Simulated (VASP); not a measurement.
# ZnO (P6_3mc) in VASP: a series of runs

Runs on ZnO. Level: PBE. Tasks: phonons.

All numbers are computed with VASP 6.6.1; they aren't measurements. Logs are shortened: lines on timing, memory, paths and dates and some standing lists are left out, and cuts for length are marked.

**1. The crystal as given**

It takes space group P6_3mc (No. 186, hexagonal). The conventional cell has a = 3.287 Å, b = 3.287 Å, c = 5.300 Å, α = 90.00°, β = 90.00°, γ = 120.00°. Zn (site symmetry 3m) is surrounded by 4 O at 2.00 to 2.01 Å. O (site symmetry 3m) is surrounded by 4 Zn at 2.00 to 2.01 Å.

**2. Phonons, PBE**

POSCAR

```
ZnO
1.0
    3.2865005543      0.0000000000     -0.0000000000
   -1.6432502771      2.8461929668      0.0000000000
    0.0000000000      0.0000000000      5.3003902131
  Zn              O
     2     2
Direct
     0.3333333300000021    0.6666666699999979    0.4998270303686155
     0.6666666699999979    0.3333333300000021    0.9998270303686154
     0.6666666699999979    0.3333333300000021    0.3791829696313855
     0.3333333300000021    0.6666666699999979    0.8791829696313855
```

INCAR.step1

```
SYSTEM = ZnO
PREC = Accurate ; ENCUT = 600
EDIFF = 1E-8 ; ISMEAR = 0
SIGMA = 0.03 ; LREAL = .False.
LASPH = .True. ; NELM = 80
ALGO = Normal ; ISIF = 3
LWAVE = .False. ; LCHARG = .False.
GGA = PE ; KPAR = 2
IBRION = 2 ; NSW = 40
EDIFFG = -0.002
```

INCAR.step2

```
SYSTEM = ZnO
PREC = Accurate ; ENCUT = 600
EDIFF = 1E-8 ; ISMEAR = 0
SIGMA = 0.03 ; LREAL = .False.
LASPH = .True. ; NELM = 80
ALGO = Normal ; ISIF = 2
LWAVE = .False. ; LCHARG = .False.
GGA = PE ; KPAR = 2
IBRION = 6 ; NFREE = 2
POTIM = 0.015 ; NSW = 1
LEPSILON = .True.
```

KPOINTS

```
regular mesh
0
Gamma
  15 15 9
  0 0 0
```

Potentials or basis: VASP PAW PBE potentials, release 64 (Zn, O).

The run is started by

```
$ cat potpaw_PBE.64/Zn/POTCAR potpaw_PBE.64/O/POTCAR > POTCAR
$ cp INCAR.step1 INCAR
$ mpirun -np 2 vasp_std > vasp.out
$ cp CONTCAR POSCAR
$ cp INCAR.step2 INCAR
$ mpirun -np 2 vasp_std > vasp.out
```

OUTCAR:

```text
SYSTEM = ZnO
   PREC = Accurate
   ENCUT = 600
   EDIFF = 1E-8
   ISMEAR = 0
   LREAL = .False.
   LASPH = .True.
   NELM = 80
   ISIF = 2
   GGA = PE
   IBRION = 6
   NFREE = 2
   POTIM = 0.015
   NSW = 1
   LEPSILON = .True.

 ion  position               nearest neighbor table
   1  0.333  0.667  0.500-   3 2.00   3 2.00   3 2.00   4 2.01
   2  0.667  0.333  1.000-   4 2.00   4 2.00   4 2.00   3 2.01
   3  0.667  0.333  0.379-   1 2.00   1 2.00   1 2.00   2 2.01
   4  0.333  0.667  0.879-   2 2.00   2 2.00   2 2.00   1 2.01

  LATTYP: Found a hexagonal cell.
 ALAT       =     3.2857953274
 C/A-ratio  =     1.6135259086

  Lattice vectors:

 A1 = (   3.2857953274,  -0.0000000000,   0.0000000000)
 A2 = (  -1.6428976637,   2.8455822224,   0.0000000000)
 A3 = (   0.0000000000,   0.0000000000,   5.3017158913)

Analysis of symmetry for initial positions (statically):
=====================================================================
 Subroutine PRICEL returns:
 Original cell was already a primitive cell.

 Routine SETGRP: Setting up the symmetry group for a
 hexagonal supercell.

 Subroutine GETGRP returns: Found 12 space group operations
 (whereof  6 operations were pure point group operations)
 out of a pool of 24 trial point group operations.

The static configuration has the point symmetry C_3v.
 The point group associated with its full space group is C_6v.

Analysis of symmetry for dynamics (positions and initial velocities):
=====================================================================
 Subroutine PRICEL returns:
 Original cell was already a primitive cell.

 Routine SETGRP: Setting up the symmetry group for a
 hexagonal supercell.

 Subroutine GETGRP returns: Found 12 space group operations
 (whereof  6 operations were pure point group operations)
 out of a pool of 24 trial point group operations.

[... 521 lines left out ...]

 E-fermi :   1.0053     XC(G=0): -10.6969

 val. band max:        0.8445715387   @ k =   0.0000   0.0000   0.0000
 cond. band min:       1.5654070469   @ k =   0.0000   0.0000   0.0000
 fundamental gap:      0.7208355083
 Fermi energy:         1.0052803317

 k-point     1 :       0.0000    0.0000    0.0000
  band No.  band energies     occupation
      1     -16.9304      2.00000
      2     -16.2692      2.00000
      3      -4.6608      2.00000
      4      -4.6608      2.00000
      5      -4.6431      2.00000
      6      -4.5014      2.00000
[... 589 lines left out ...]
     21       8.4664      0.00000
     22       9.1144      0.00000

 [... further k-points ...]

------------------------ aborting loop because EDIFF is reached ----------------------------------------

  FORCE on cell =-STRESS in cart. coord.  units (eV):
  Direction    XX          YY          ZZ          XY          YZ          ZX
  --------------------------------------------------------------------------------------
  -------------------------------------------------------------------------------------
  Total       -0.0549665     -0.0549665      0.1246715     -0.0000000     -0.0000000      0.0000000
  in kB       -1.7765626     -1.7765626      4.0294867     -0.0000000     -0.0000000      0.0000000
  external PRESSURE =       0.1587872 kB  Pullay stress =       0.0000000 kB
[... 19 lines left out ...]
  FREE ENERGIE OF THE ION-ELECTRON SYSTEM (eV)
  ---------------------------------------------------
  free  energy   TOTEN  =       -17.8647585227 eV

  energy  without entropy=      -17.8647585227  energy(sigma->0) =      -17.86475852

 INTERNAL STRAIN TENSORS FROM DISPLACED ATOMS
 ============================================

 INTERNAL STRAIN TENSOR FOR ION    1 for displacements in x,y,z  (eV/Angst):
          X           Y           Z          XY          YZ          ZX
  --------------------------------------------------------------------------------
  x    -0.00000     0.00000     0.00000    -6.05285    -0.00000    -3.80526
  y    -6.05285     6.05285     0.00000     0.00000    -3.80527    -0.00000
  z    -3.79985    -3.79985     7.54012    -0.00000     0.00000     0.00000

 INTERNAL STRAIN TENSOR FOR ION    4 for displacements in x,y,z  (eV/Angst):
          X           Y           Z          XY          YZ          ZX
  --------------------------------------------------------------------------------
  x    -0.00000     0.00000    -0.00000    -7.04963     0.00000     3.80551
  y    -7.04963     7.04963     0.00000     0.00000     3.80552     0.00000
  z     3.84312     3.84312    -7.46700     0.00000    -0.00000    -0.00000

 Eigenvectors and eigenvalues of the dynamical matrix
 ----------------------------------------------------

   1 f  =   15.309164 THz    96.190316 2PiTHz  510.658755 cm-1    63.313588 meV
             X         Y         Z           dx          dy          dz
     -0.000000  1.897055  2.650371    -0.000000    0.000000   -0.079585
      1.642898  0.948527  5.301229     0.000000   -0.000000    0.079585
      1.642898  0.948527  2.009890     0.000000   -0.000000   -0.702614
     -0.000000  1.897055  4.660748    -0.000000    0.000000    0.702614
[... 71 lines left out ...]
  12 f/i=    0.008599 THz     0.054030 2PiTHz    0.286837 cm-1     0.035563 meV
             X         Y         Z           dx          dy          dz
     -0.000000  1.897055  2.650371    -0.632458    0.037365    0.000000
      1.642898  0.948527  5.301229    -0.632458    0.037365    0.000000
      1.642898  0.948527  2.009890    -0.313461    0.018519    0.000000
     -0.000000  1.897055  4.660748    -0.313461    0.018519    0.000000

--------------------------------------------------------------------------------------------------------

 MACROSCOPIC STATIC DIELECTRIC TENSOR IONIC CONTRIBUTION
 ------------------------------------------------------
           5.121950     0.000000     0.000000
           0.000000     5.121950    -0.000000
           0.000000    -0.000000     6.030753
 ------------------------------------------------------

 ELASTIC MODULI CONTR FROM IONIC RELAXATION (kBar)
 Direction    XX          YY          ZZ          XY          YZ          ZX
 --------------------------------------------------------------------------------
 XX        -569.8464    242.9529    320.9340     -0.0000     -0.0000     -0.0000
 YY         242.9529   -569.8464    320.9340     -0.0000      0.0000      0.0000
 ZZ         320.9340    320.9340   -630.1663      0.0000     -0.0000      0.0000
 XY          -0.0000     -0.0000      0.0000   -406.3997     -0.0000     -0.0000
 YZ           0.0000     -0.0000     -0.0000     -0.0000   -144.6764     -0.0000
 ZX          -0.0000      0.0000      0.0000      0.0000     -0.0000   -144.6757
 --------------------------------------------------------------------------------

 PIEZOELECTRIC TENSOR IONIC CONTR  for field in x, y, z        (C/m^2)
          XX          YY          ZZ          XY          YZ          ZX
  --------------------------------------------------------------------------------
  x    -0.00000     0.00000     0.00000    -0.00000    -0.00000    -0.81001
  y     0.00000    -0.00000    -0.00000    -0.00000    -0.81001    -0.00000
  z    -0.93421    -0.93421     1.83436    -0.00000     0.00000    -0.00000
```

OUTCAR.step1:

```text
SYSTEM = ZnO
   PREC = Accurate
   ENCUT = 600
   EDIFF = 1E-8
   ISMEAR = 0
   LREAL = .False.
   LASPH = .True.
   NELM = 80
[... 944 lines left out ...]
  -------------------------------------------------------------------------------------
  Total        0.0018116      0.0018116      0.0062056      0.0000000     -0.0000000      0.0000000
  in kB        0.0585527      0.0585527      0.2005711      0.0000000     -0.0000000      0.0000000
  external PRESSURE =       0.1058921 kB  Pullay stress =       0.0000000 kB
[... 19 lines left out ...]
  FREE ENERGIE OF THE ION-ELECTRON SYSTEM (eV)
  ---------------------------------------------------
  free  energy   TOTEN  =       -17.8659789151 eV

  energy  without entropy=      -17.8659789151  energy(sigma->0) =      -17.86597892

 reached required accuracy - stopping structural energy minimisation
```

It took 23 min on 2 MPI ranks of Intel Xeon 6975P-C (Granite Rapids), shared host; peak memory 1.8 GiB.

Results:

```yaml
Electronic_dielectric_tensor_diagonal: 5.34, 5.34, 5.35
Born_charges_mean_of_the_diagonal: Zn +2.15; O -2.15 e
Highest_phonon_frequency_at_Γ_LO-TO_splitting_left_out: 511 cm⁻¹
```

Phonon frequencies in cm⁻¹ (negative: imaginary):
```csv
q point,frequencies
"(0.000, 0.000, 0.000)",0 0 0 90 90 246 349 370 370 400 400 511
```

Electronic dielectric tensor:
```
5.34 0.00 0.00
0.00 5.34 0.00
0.00 0.00 5.35
```

Born effective charge tensors (e):
atom 1, Zn
```
2.13 0.00 0.00
0.00 2.13 0.00
0.00 0.00 2.18
```
atom 2, Zn
```
2.13 0.00 0.00
0.00 2.13 0.00
0.00 0.00 2.18
```
atom 3, O
```
-2.13  0.00  0.00
 0.00 -2.13  0.00
 0.00  0.00 -2.18
```
atom 4, O
```
-2.13  0.00  0.00
 0.00 -2.13  0.00
 0.00  0.00 -2.18
```

**3. Phonons, PBE**

POSCAR is that of step 2.

INCAR.step1

```
ALGO = Fast ; EDIFF = 1E-8
EDIFFG = -0.002 ; ENCUT = 600
GGA = PE ; IBRION = 2
ISIF = 3 ; ISMEAR = 0
KPAR = 2 ; LASPH = True
LCHARG = False ; LREAL = False
LWAVE = False ; NELM = 80
NSW = 40 ; PREC = Accurate
SIGMA = 0.03
```

INCAR.step2

```
ALGO = Fast ; EDIFF = 1E-8
ENCUT = 600 ; GGA = PE
IBRION = 6 ; ISIF = 2
ISMEAR = 0 ; KPAR = 2
LASPH = True ; LCHARG = False
LEPSILON = True ; LREAL = False
LWAVE = False ; NELM = 80
NFREE = 2 ; NSW = 1
POTIM = 0.015 ; PREC = Accurate
SIGMA = 0.03
```

KPOINTS

```
k-points
0
Gamma
  15 15 9
```

Potentials or basis: VASP PAW PBE potentials, release 64 (Zn, O).

The run is started by

```
$ cat potpaw_PBE.64/Zn/POTCAR potpaw_PBE.64/O/POTCAR > POTCAR
$ cp INCAR.step1 INCAR
$ mpirun -np 2 vasp_std > vasp.out
$ cp CONTCAR POSCAR
$ cp INCAR.step2 INCAR
$ mpirun -np 2 vasp_std > vasp.out
```

OUTCAR:

```text
EDIFF = 1E-8
   ENCUT = 600
   GGA = PE
   IBRION = 6
   ISIF = 2
   ISMEAR = 0
   LASPH = True
   LEPSILON = True
   LREAL = False
   NELM = 80
   NFREE = 2
   NSW = 1
   POTIM = 0.015
   PREC = Accurate

 ion  position               nearest neighbor table
   1  0.333  0.667  0.500-   3 2.00   3 2.00   3 2.00   4 2.01
   2  0.667  0.333  1.000-   4 2.00   4 2.00   4 2.00   3 2.01
   3  0.667  0.333  0.379-   1 2.00   1 2.00   1 2.00   2 2.01
   4  0.333  0.667  0.879-   2 2.00   2 2.00   2 2.00   1 2.01

  LATTYP: Found a hexagonal cell.
 ALAT       =     3.2854514497
 C/A-ratio  =     1.6138279122

  Lattice vectors:

 A1 = (   3.2854514497,  -0.0000000000,   0.0000000000)
 A2 = (  -1.6427257248,   2.8452844156,   0.0000000000)
 A3 = (   0.0000000000,   0.0000000000,   5.3021532537)

Analysis of symmetry for initial positions (statically):
[... 1204 lines left out ...]
  --------------------------------------------------------------------------------
  x    -0.00000     0.00000    -0.00000    -7.05551     0.00000     3.81218
  y    -7.05551     7.05551     0.00000     0.00000     3.81219     0.00000
  z     3.79202     3.79202    -7.52428     0.00000     0.00000     0.00000

 Eigenvectors and eigenvalues of the dynamical matrix
 ----------------------------------------------------

   1 f  =   15.314426 THz    96.223375 2PiTHz  510.834257 cm-1    63.335347 meV
             X         Y         Z           dx          dy          dz
     -0.000000  1.896856  2.650746     0.000000    0.000000   -0.079646
      1.642726  0.948428  5.301823    -0.000000   -0.000000    0.079646
      1.642726  0.948428  2.009899    -0.000000   -0.000000   -0.702607
     -0.000000  1.896856  4.660976     0.000000    0.000000    0.702607
[... 71 lines left out ...]
  12 f/i=    0.010311 THz     0.064784 2PiTHz    0.343926 cm-1     0.042641 meV
             X         Y         Z           dx          dy          dz
     -0.000000  1.896856  2.650746    -0.000000   -0.000000    0.633496
      1.642726  0.948428  5.301823    -0.000000   -0.000000    0.633496
      1.642726  0.948428  2.009899    -0.000000   -0.000000    0.314139
     -0.000000  1.896856  4.660976    -0.000000   -0.000000    0.314139

--------------------------------------------------------------------------------------------------------

 MACROSCOPIC STATIC DIELECTRIC TENSOR IONIC CONTRIBUTION
 ------------------------------------------------------
           5.120623     0.000000     0.000000
           0.000000     5.120623    -0.000000
           0.000000    -0.000000     6.019855
 ------------------------------------------------------

 ELASTIC MODULI CONTR FROM IONIC RELAXATION (kBar)
 Direction    XX          YY          ZZ          XY          YZ          ZX
 --------------------------------------------------------------------------------
 XX        -566.4013    247.4207    318.9684     -0.0000      0.0000     -0.0000
 YY         247.4207   -566.4013    318.9684     -0.0000     -0.0000      0.0000
 ZZ         318.9684    318.9684   -637.9124      0.0000     -0.0000      0.0000
 XY          -0.0000     -0.0000      0.0000   -406.9110      0.0000     -0.0000
 YZ           0.0000     -0.0000     -0.0000      0.0000   -145.1088     -0.0000
 ZX          -0.0000      0.0000      0.0000      0.0000     -0.0000   -145.1080
 --------------------------------------------------------------------------------

 PIEZOELECTRIC TENSOR IONIC CONTR  for field in x, y, z        (C/m^2)
          XX          YY          ZZ          XY          YZ          ZX
  --------------------------------------------------------------------------------
  x    -0.00000     0.00000     0.00000    -0.00000    -0.00000    -0.81111
  y     0.00000    -0.00000    -0.00000     0.00000    -0.81111    -0.00000
  z    -0.92200    -0.92200     1.84394    -0.00000     0.00000    -0.00000
```

Run time: 26 min. Hardware: 2 MPI ranks of Intel Xeon 6975P-C (Granite Rapids), shared host; peak memory 1.8 GiB.

What came out:

| Quantity | Value |
| --- | --- |
| Electronic dielectric tensor (diagonal) | 5.34, 5.34, 5.35 |
| Born charges (mean of the diagonal) | Zn +2.15; O -2.15 e |
| Highest phonon frequency at Γ, LO-TO splitting left out | 511 cm⁻¹ |

Phonon frequencies in cm⁻¹ (negative: imaginary):
| q point | frequencies |
| --- | --- |
| (0.000, 0.000, 0.000) | 0 0 0 91 91 246 350 370 370 400 400 511 |

Electronic dielectric tensor:
```
5.34 0.00 0.00
0.00 5.34 0.00
0.00 0.00 5.35
```

Born effective charge tensors (e):
atom 1, Zn
```
2.13 0.00 0.00
0.00 2.13 0.00
0.00 0.00 2.18
```
atom 2, Zn
```
2.13 0.00 0.00
0.00 2.13 0.00
0.00 0.00 2.18
```
atom 3, O
```
-2.13  0.00  0.00
 0.00 -2.13  0.00
 0.00  0.00 -2.18
```
atom 4, O
```
-2.13  0.00  0.00
 0.00 -2.13  0.00
 0.00  0.00 -2.18
```
